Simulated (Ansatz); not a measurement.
**Energy ranking of Si2W3 structures**

All numbers below come from Ansatz 0.2.0, DFT PBE, scalar-relativistic, plane waves, PAW. All cells share a 420 eV cutoff and Γ-centred k meshes spaced at most about 0.3 Å⁻¹ (about 0.25 or finer for metals, 2π included). No spin polarisation.

The zero of energy is the elements' standard structures at the same level; no fitted shifts are applied.

Temperature and zero-point effects are left out. The comparison covers the computed candidates alone. The k mesh leaves some 4 meV/atom of noise in the energy of each metallic cell. These runs have no spin–orbit coupling, which can matter for W.

Invented guesses and database cells were relaxed alike, and ends that match in structure were merged. ΔE counts from the first row. Coordination counts Si atoms around W (those within 1.25 times the shortest such distance or 1.15 times the sum of covalent radii; a plus sign parts nearer from farther groups; the shortest distance is added where it is long for a bond; a slash parts the counts of unlike sites). The ends were matched against large subsets of the Crystallography Open Database and the Materials Project, so a missing match doesn't prove that a structure is unreported.

| # | reached from | type and space group | atoms | Å³/atom | coordination | ΔE (meV/atom) | gap on mesh (eV) | in databases |
| --- | --- | --- | --- | --- | --- | --- | --- | --- |
| 1 | a Materials Project cell | P4/mbm (No. 127) | 10 | 14.6 | W 4/6 | 0 | 0.00 | Materials Project |
| 2 | tetradymite type (R-3m) | R-3m (No. 166) | 5 | 15.1 | W 3/6 | 212 | 0.00 | no match |
| 3 | random cell | P6/mmm (No. 191) | 5 | 19.0 | W 2/12 from 3.7 Å | 1146 | 0.00 | no match |
| 4 | random cell | Pm-3m (No. 221) | 5 | 17.8 | W 2 | 1473 | 0.00 | no match |
| 5 | random cell | P4/mmm (No. 123) | 5 | 18.1 | W 4/8+16 from 4.8 Å | 1480 | 0.00 | no match |

The lowest: Space group P4/mbm (No. 127), tetragonal, a = 6.624 Å, c = 3.318 Å. Around Si lie 1 Si at 2.51 Å and 8 W at 2.55–2.58 Å; W on a site of symmetry 4/m is surrounded by 4 Si at 2.58 Å, 8 W at 2.99 Å and 2 W at 3.32 Å; around W on a site of symmetry m2m lie 6 Si at 2.55–2.56 Å and 5 W at 2.99 Å. Its energy over the elements is +0.02 eV/atom. The formation energy is too near zero to say whether this cell lies below the elements. Materials Project cells can be hypothetical, and an observed structure of this formula, if there is one, may be missing.

```
Si W
1.0
     6.62374    0.00000    0.00000
     0.00000    6.62374    0.00000
     0.00000    0.00000    3.31799
Si W
4 6
Cartesian
  4.2008 0.8890 0.0000
  2.4229 5.7348 0.0000
  0.8890 2.4229 0.0000
  5.7348 4.2008 0.0000
  0.0000 0.0000 0.0000
  3.3119 3.3119 0.0000
  1.0579 4.3698 1.6590
  5.5658 2.2539 1.6590
  4.3698 5.5658 1.6590
  2.2539 1.0579 1.6590
```

The second: Space group R-3m (No. 166), trigonal, a = 2.830 Å, c = 32.553 Å. Si has 6 W at 2.65–2.71 Å and 6 Si at 2.83 Å; W on a site of symmetry -3m is surrounded by 6 Si at 2.71 Å and 6 W at 2.83 Å; around W on a site of symmetry 3m lie 3 Si at 2.65 Å and 9 W at 2.83–2.87 Å. Counting Si atoms around W, the first has W 4/6 and the second has W 3/6. The first holds Si–Si pairs (shortest 2.51 Å); in the second the shortest Si–Si distance is 2.83 Å, near bonding range too. Cells relaxed within their symmetry can be saddle points.

```cif
data_structure
_symmetry_space_group_name_H-M 'R-3m:H'
_symmetry_Int_Tables_number 166
_cell_length_a 2.8302
_cell_length_b 2.8302
_cell_length_c 32.5529
_cell_angle_alpha 90.000
_cell_angle_beta 90.000
_cell_angle_gamma 120.000
_cell_volume 225.81
loop_
_atom_site_label
_atom_site_type_symbol
_atom_site_symmetry_multiplicity
_atom_site_Wyckoff_symbol
_atom_site_fract_x
_atom_site_fract_y
_atom_site_fract_z
_atom_site_occupancy
Si1 Si 6 c 0.33333 0.66667 0.06623 1
W1 W 3 a 0.00000 0.00000 0.00000 1
W2 W 6 c 0.00000 0.00000 0.20295 1
```

Some structure types and database cells were kept out of the candidates from the start, so a known form may be missing.

The two lowest cells are also the densest, but volume alone doesn't set the order: the P6/mmm cell is the most open of all, yet lies below the Pm-3m and P4/mmm cells. What favours P4/mbm is probably W 5d–Si 3p bonding. Its W–Si contacts are shorter and more numerous than those of the layered R-3m cell, which gathers tungsten into close-packed slabs and gains W–W contacts at their expense. The Si–Si pairs at 2.51 Å are stretched relative to a normal single bond, so they are at most a secondary contribution. In the three random cells, open frameworks leave much of this bonding unused.

The clear preference for P4/mbm over the other candidates doesn't make it a stable compound. Tungsten forms well-known silicides, W5Si3 and WSi2, whose compositions bracket this one and which are bound relative to the elements. A formation energy near zero therefore suggests that Si2W3 in this structure would tend to disproportionate into those two phases.
